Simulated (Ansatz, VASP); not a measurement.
# GaN in VASP and in Ansatz

```
Ga N
1.0
     0.00000    2.27441    2.27441
     2.27441    0.00000    2.27441
     2.27441    2.27441    0.00000
Ga N
1 1
Cartesian
  0.0000 0.0000 0.0000
  1.1372 1.1372 1.1372
```

Alike in both runs: functional PBE; k mesh 10 × 10 × 10; occupations gaussian, width 0.02 eV; no spin polarisation.

Ansatz relaxed the structure, and its values are those at the end. VASP's run is a single point on that final structure, the one shown.

```csv
,VASP,Ansatz
version,VASP 6.6.1,Ansatz 0.2.0
potentials or method,"VASP PAW PBE potentials, release 64 (Ga_d, N)","scalar-relativistic, plane waves, PAW"
plane-wave cutoff (eV),520,420
valence electrons in the cell,18,18
```

|  | VASP | Ansatz | Ansatz less VASP |
| --- | --- | --- | --- |
| gap on the k mesh at the Fermi level (eV) | 1.55 | 1.54 | -0.004 |
| least direct gap on the mesh (eV) | 1.55 | 1.54 | -0.004 |
| pressure (GPa) | 0.0 | 0.0 | -0.04 |

Expect the measured gap to be larger: semilocal functionals such as PBE lack the derivative discontinuity.
